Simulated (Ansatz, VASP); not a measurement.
**H in VASP and in Ansatz**

```
H
1.0
     2.62348   -2.56690    0.00000
     2.62348    2.56690    0.00000
     0.00000    0.00000    4.14182
H
4
Direct
  0.95330 0.04670 0.06851
  0.45330 0.54670 0.43149
  0.54670 0.45330 0.56851
  0.04670 0.95330 0.93149
```

Alike in both runs: task single point; functional PBE; k mesh 6 × 6 × 4; occupations gaussian, width 0.1 eV; no spin polarisation.

|  | VASP | Ansatz |
| --- | --- | --- |
| version | VASP 6.6.1 | Ansatz 0.2.0 |
| potentials or method | VASP PAW PBE potentials, release 64 (H) | scalar-relativistic, plane waves, PAW |
| plane-wave cutoff (eV) | 520 | 420 |
| valence electrons in the cell | 4 | 4 |

Ansatz gave:

| Item | Value |
| --- | --- |
| gap on the k mesh at the Fermi level (eV) | 9.27 |
| least direct gap on the mesh (eV) | 9.88 |
| pressure (GPa) | 0.5 |
| largest component of the traceless stress (GPa) | 0.38 |
| rms of the force components (eV/Å) | 0.156 |

Q: Which values does VASP return?

A: gap on the k mesh at the Fermi level (eV): 9.27; least direct gap on the mesh (eV): 9.88; pressure (GPa): 0.3; largest component of the traceless stress (GPa): 0.34; rms of the force components (eV/Å): 0.149.

Atom by atom the forces differ by 0.007 eV/Å (rms over components).

A k mesh can miss the band edges. PBE gaps usually lie below the measured ones, often by a third to a half.
